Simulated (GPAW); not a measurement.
# GaAs (F-43m) in GPAW: equation of state

How stiff is GaAs in PBE, and what volume does it want? The cell is scaled to several volumes.

Program: GPAW 26.7.0. These are calculated values, not measurements. Logs are shortened: lines on timing, memory, paths and dates and some standing lists are left out, and cuts for length are marked. The log counts tension as positive stress, the text compression.

**1. The crystal as given**

Symmetry: F-43m, No. 216, cubic system. Conventional cell: a = 5.654 Å, b = 5.654 Å, c = 5.654 Å, α = 90.00°, β = 90.00°, γ = 90.00°. Around As (site symmetry -43m) lie 4 Ga at 2.45 Å. Ga (site symmetry -43m) is surrounded by 4 As at 2.45 Å.

**2. Equation of state, PBE**

run.py

```python
from ase import Atoms
from ase.eos import EquationOfState
from ase.io import Trajectory
from ase.units import GPa
from gpaw import GPAW, PW

atoms = Atoms(['As', 'Ga'],
              cell=[[0.0, 2.82685, 2.82685],
                    [2.82685, 0.0, 2.82685],
                    [2.82685, 2.82685, 0.0]],
              scaled_positions=[[0.75, 0.75, 0.75],
                                [0.0, 0.0, 0.0]],
              pbc=True)

traj = Trajectory('eos.traj', 'w')
volumes, energies = [], []
for x in [0.94, 0.96, 0.98, 1.0, 1.02, 1.04, 1.06]:
    a = atoms.copy()
    a.set_cell(atoms.cell * x**(1 / 3), scale_atoms=True)
    calc = GPAW(mode=PW(600),
                xc='PBE',
                kpts={'size': (8, 8, 8), 'gamma': True},
                occupations={'name': 'fermi-dirac', 'width': 0.05},
                nbands=11,
                convergence={'density': 1e-05, 'energy': 1e-05},
                maxiter=150,
                txt=f'eos-{x:.2f}.txt')
    a.calc = calc
    energies.append(a.get_potential_energy(force_consistent=True))
    volumes.append(a.get_volume())
    p = -a.get_stress()[:3].mean() / GPa
    calc.write(f'eos-{x:.2f}.gpw')
    traj.write(a)
    print(f'{x:.2f} {volumes[-1]:10.4f} A^3 {energies[-1]:14.6f} eV {p:9.3f} GPa', flush=True)

v0, e0, B = EquationOfState(volumes, energies, eos='birchmurnaghan').fit()
print(f'V0 = {v0:.4f} A^3, E0 = {e0:.6f} eV, B0 = {B / GPa:.2f} GPa')
```

Potentials or basis: GPAW PAW data sets (gpaw-data 1.2.1), pw.

Run with:

```
OMP_NUM_THREADS=1 python run.py
```

What it wrote:

```text
__  _  _
 | _ |_)|_||  |
 |__||  | ||/\| - 26.7.0

Input parameters:
  mode=PW(ecut=600.0),
  convergence={'density': 1e-05, 'energy': 1e-05},
  kpts=MonkhorstPack(size=(8, 8, 8), gamma=True),
  maxiter=150,
  nbands=11,
  occupations=Occupations(name='fermi-dirac', width=0.05),
  xc=XC(name='PBE')

Diagonalizing LCAO Hamiltonian
Converting LCAO to pw mode

                    As

       Ga

Atoms  # Å, Bohr magnetons
|   | symbol |        x |        y |        z |    initial magnetic moments |
|---|--------|----------|----------|----------|-----------------------------|
| 0 |     As | 4.153714 | 4.153714 | 4.153714 | ( 0.0000,  0.0000,  0.0000) |
| 1 |     Ga | 0.000000 | 0.000000 | 0.000000 | ( 0.0000,  0.0000,  0.0000) |

Unit cell  # Å
| periodic |        x |        y |        z |  lengths |    angles |
|----------|----------|----------|----------|----------|-----------|
|      yes | 0.000000 | 2.769143 | 2.769143 | 3.916160 | 60.000000 |
|      yes | 2.769143 | 0.000000 | 2.769143 | 3.916160 | 60.000000 |
|      yes | 2.769143 | 2.769143 | 0.000000 | 3.916160 | 60.000000 |

Number of symmetries: 24
Symmetry operations  # r_c * U_cc + t_c -> r_c
|    | kind |            matrix            |
|----|------|------------------------------|
|  0 |  E   |  1, 0, 0,  0, 1, 0,  0, 0, 1 |
|  1 |  σ   |  1, 0, 0,  0, 0, 1,  0, 1, 0 |
|  2 |  σ   |  1, 0,-1,  0, 1,-1,  0, 0,-1 |
|  3 |  C3  |  1, 0,-1,  0, 0,-1,  0, 1,-1 |
|  4 |  C3  |  1,-1, 0,  0,-1, 1,  0,-1, 0 |
|  5 |  σ   |  1,-1, 0,  0,-1, 0,  0,-1, 1 |
|  6 |  σ   |  0, 1, 0,  1, 0, 0,  0, 0, 1 |
|  7 |  C3  |  0, 1, 0,  0, 0, 1,  1, 0, 0 |
|  8 |  C2  |  0, 1,-1,  1, 0,-1,  0, 0,-1 |
|  9 |  S4  |  0, 1,-1,  0, 0,-1,  1, 0,-1 |
| 10 |  C3  |  0, 0, 1,  1, 0, 0,  0, 1, 0 |
| 11 |  σ   |  0, 0, 1,  0, 1, 0,  1, 0, 0 |
| 12 |  S4  |  0, 0,-1,  1, 0,-1,  0, 1,-1 |
| 13 |  C3  |  0, 0,-1,  0, 1,-1,  1, 0,-1 |
| 14 |  S4  |  0,-1, 1,  1,-1, 0,  0,-1, 0 |
| 15 |  C2  |  0,-1, 1,  0,-1, 0,  1,-1, 0 |
| 16 |  C3  |  0,-1, 0,  1,-1, 0,  0,-1, 1 |
| 17 |  S4  |  0,-1, 0,  0,-1, 1,  1,-1, 0 |
| 18 |  S4  | -1, 1, 0, -1, 0, 1, -1, 0, 0 |
| 19 |  C3  | -1, 1, 0, -1, 0, 0, -1, 0, 1 |
| 20 |  C3  | -1, 0, 1, -1, 1, 0, -1, 0, 0 |
| 21 |  S4  | -1, 0, 1, -1, 0, 0, -1, 1, 0 |
| 22 |  σ   | -1, 0, 0, -1, 1, 0, -1, 0, 1 |
| 23 |  C2  | -1, 0, 0, -1, 0, 1, -1, 1, 0 |

BZ-sampling:
  Number of BZ points: 512
  Number of IBZ points: 29

  Monkhorst-Pack size: [8, 8, 8]
  Monkhorst-Pack shift: [0.0625, 0.0625, 0.0625]

K-points  # in reciprocal-cell coordinates
|     |                                coordinates |     weight |
|-----|--------------------------------------------|------------|
|   0 | (  0.00000000,   0.00000000,   0.00000000) | 0.00195312 |
|   1 | (  0.12500000,   0.12500000,   0.00000000) | 0.01171875 |
|   2 | (  0.12500000,   0.12500000,   0.12500000) | 0.01562500 |
|   3 | (  0.25000000,   0.12500000,   0.12500000) | 0.02343750 |
|   4 | (  0.25000000,   0.25000000,   0.00000000) | 0.01171875 |
|   5 | (  0.25000000,   0.25000000,   0.12500000) | 0.04687500 |
|   6 | (  0.25000000,   0.25000000,   0.25000000) | 0.01562500 |
|   7 | (  0.37500000,   0.25000000,  -0.37500000) | 0.04687500 |
|   8 | (  0.37500000,   0.25000000,   0.12500000) | 0.04687500 |
|   9 | (  0.37500000,   0.25000000,   0.25000000) | 0.04687500 |
| ... |                                            |            |
|  28 | (  0.50000000,   0.50000000,   0.50000000) | 0.00781250 |

Plane wave coefficients: 1428
Cutoff: 600.0 eV

Spin-components: 1 (collinear spins)
Bands:           11
Projectors:      10
Spin-degeneracy: 2
Datatype:        complex128

Density:
  Valence electrons: 8.0
  Components: 1
  Grid points: [24 24 24]
  Charge: 0.0  # |e|

Potential:
  Grid points: [24 24 24]

species:
  As:
    name:    Arsenic
    Z:       33.0
    valence: 5
    core:    28
    charge:  0.0  # [|e|]
    compensation charges:
      type: gauss
      rc: 0.33  # [Å]
      lmax: 2
    cutoffs:
      filter: 1.87  # [Å]
      core: 2.96  # [Å]
    projectors
    | kind |    occ | energy [eV] | rcut [Å] |
    |------|--------|-------------|----------|
    |   4s |  2.000 |     -14.487 |    1.058 |
    |   4p |  3.000 |      -5.196 |    1.058 |
    |    s |        |      12.725 |    1.058 |
    |    p |        |      22.016 |    1.058 |
    |    d |        |       0.000 |    1.058 |

    Using partial waves for As as LCAO basis

  Ga:
    name:    Gallium
    Z:       31.0
    valence: 3
    core:    28
    charge:  0.0  # [|e|]
    compensation charges:
      type: gauss
      rc: 0.37  # [Å]
      lmax: 2
    cutoffs:
      filter: 2.06  # [Å]
      core: 4.17  # [Å]
    projectors
    | kind |    occ | energy [eV] | rcut [Å] |
    |------|--------|-------------|----------|
    |   4s |  2.000 |      -8.945 |    1.164 |
    |   4p |  1.000 |      -2.580 |    1.164 |
    |    s |        |      18.266 |    1.164 |
    |    p |        |      24.631 |    1.164 |
    |    d |        |       0.000 |    1.164 |

    Using partial waves for Ga as LCAO basis

Reference energy: -114387.645129  # eV

eigensolver:
  PPCG
  Converge bands: occupied
  niter=2

density mixing:
  MSR1-Mixer
  Pratt-step length: 0.05
  Maximum mixing coefficient: 0.75
  Old densities: 10
  SVD Regularization: 0.005
  Good broyden scale: 1.0
  Trust region scale: 1.0
  Backstep threshold: 4.0
  History deletion threshold: 6.0
  Fourier metric: weight=20.0, sigma=0.015

occupation numbers:
  Fermi-Dirac:
    width: 0.0500  # eV

poisson solver:
  ecut: 4800.0  # eV

xc functional:
  name: PBE with 2 nearest neighbor stencil

convergence criteria:
- Maximum integral of absolute [dens]ity change: 1e-05 electrons / valence electron
- Maximum [total energy] change in last 3 cyles: 1e-05 eV / valence electron
- Maximum integral of absolute [eigenst]ate change: 4e-08 eV^2 / valence electron
maximum number of iterations: 150

SCF iterations
|iter     | |      energy | eigst |  dens |
|---------|-|-------------|-------|-------|
|iter:   1| |   -8.203549 | -0.62 |       |
|iter:   2| |   -8.185466 | -3.03 | -0.89 |
|iter:   3| |   -8.106243 | -2.15 | -0.92 |
|iter:   4| |   -8.108431 | -3.64 | -1.52 |
|iter:   5| |   -8.108814 | -4.64 | -2.04 |
|iter:   6| |   -8.108832 | -5.97 | -2.78 |
|iter:   7| |   -8.108832c| -7.48c| -3.54 |
|iter:   8| |   -8.108832c| -8.53c| -4.05 |
|iter:   9| |   -8.108832c| -9.31c| -5.45c|

Converged in 9 steps
Energy contributions relative to reference atoms: (reference = -114387.645129)

Energy contributions:
  Kinetic:          35.945509
  Coulomb:         -31.395831
  Zero:              0.021589
  External:          0.000000
  Xc:              -12.680099
  Entropy:          -0.000000
  Spinorbit:         0.000000
  ----------------------------
  Free energy:      -8.108832
  Extrapolated:     -8.108832

dipole moment: (-10.585791, -10.585791, -10.585791)  # |e|*Ang

Fermi level: 6.147
Eigenvalues  # (at kpt = [0.000, 0.000, 0.000])
| band index |      eig [eV] | occ [0-2] |
|------------|---------------|-----------|
|          0 |        -7.572 |     2.000 |
|          1 |         5.588 |     2.000 |
|          2 |         5.588 |     2.000 |
|          3 |         5.588 |     2.000 |
|          4 |         6.659 |     0.000 |
|          5 |         9.379 |     0.000 |
|          6 |         9.379 |     0.000 |
|          7 |         9.379 |     0.000 |
|          8 |        13.450 |     0.000 |
|          9 |        15.825 |     0.000 |
|         10 |        15.825 |     0.000 |

Gap: 1.071 eV
Transition (v -> c):
  (s=0, k=0, n=3, [0.00, 0.00, 0.00]) -> (s=0, k=0, n=4, [0.00, 0.00, 0.00])
No difference between direct/indirect transitions

Stress tensor  # eV/Ang^3
|         x |         y |         z |
|-----------|-----------|-----------|
| -0.063681 |  0.000000 |  0.000000 |
|  0.000000 | -0.063681 |  0.000000 |
|  0.000000 |  0.000000 | -0.063681 |

# Writing to eos-0.94.gpw (mode='')
```

Run time: 54 s. Hardware: 1 thread of Arm Neoverse V2, shared host; peak memory 0.2 GiB.

Results:

```
Equilibrium volume : 23.99 Å³/atom (rough: see the caveat)
Bulk modulus       : 62 GPa (rough)
```

Energy against volume, from the lowest point:
```csv
volume (Å³/atom),energy (meV/atom)
21.234,78.12
21.686,52.45
22.138,32.57
22.590,17.91
23.041,7.91
23.493,2.09
23.945,0.00
```

Caveat: the minimum lies outside the volumes run.
